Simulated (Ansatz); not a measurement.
**Strain response of SiC**

The calculation used DFT r2SCAN, scalar-relativistic, plane waves, PAW (Ansatz). Run with 500 eV cutoff, 12×12×6 k-mesh, Gaussian smearing of 0.02 eV, no spin polarisation.

Reference structure (relaxed):

```
Si C
1.0
     3.07530    0.00000    0.00000
    -1.53765    2.66329    0.00000
     0.00000    0.00000    5.04834
Si C
2 2
Direct
  0.33333 0.66667 0.49960
  0.66667 0.33333 0.99960
  0.33333 0.66667 0.87540
  0.66667 0.33333 0.37540
```

Deformation: biaxial strain in the a-b plane, with the length and tilt of c and the atoms relaxed, all within the symmetry that the strain leaves. Energies are extrapolated to zero smearing. Gaps are generalised Kohn–Sham gaps over the whole zone.

```
strain (%)  ΔE (meV/atom) a (Å) b (Å) c (Å) gap (eV)
      -6.0          167.3  2.891  2.891  5.109      1.72
      -4.0           71.3  2.952  2.952  5.086      2.09
      -2.0           17.1  3.014  3.014  5.066      2.40
      +0.0            0.0  3.075  3.075  5.048      2.65
      +2.0           15.6  3.137  3.137  5.032      2.78
      +4.0           59.4  3.198  3.198  5.017      2.59
      +6.0          127.5  3.260  3.260  5.005      2.31
```

Question: What stiffness (1/V) d²E/dε² at zero strain does a cubic fit over all points give?

Answer: A cubic fit gives (1/V) d²E/dε² = 1270 GPa at zero strain (twice the biaxial modulus).

Question: How does the free axis c answer a small strain?

Answer: Between the innermost points its strain is -0.17 times the applied one.

Question: How fast does the gap move with strain on either side?

Answer: 127 meV per percent on the compressed side and 66 meV per percent on the stretched side; it is indirect at -2.0 %, indirect at zero and indirect at +2.0 %.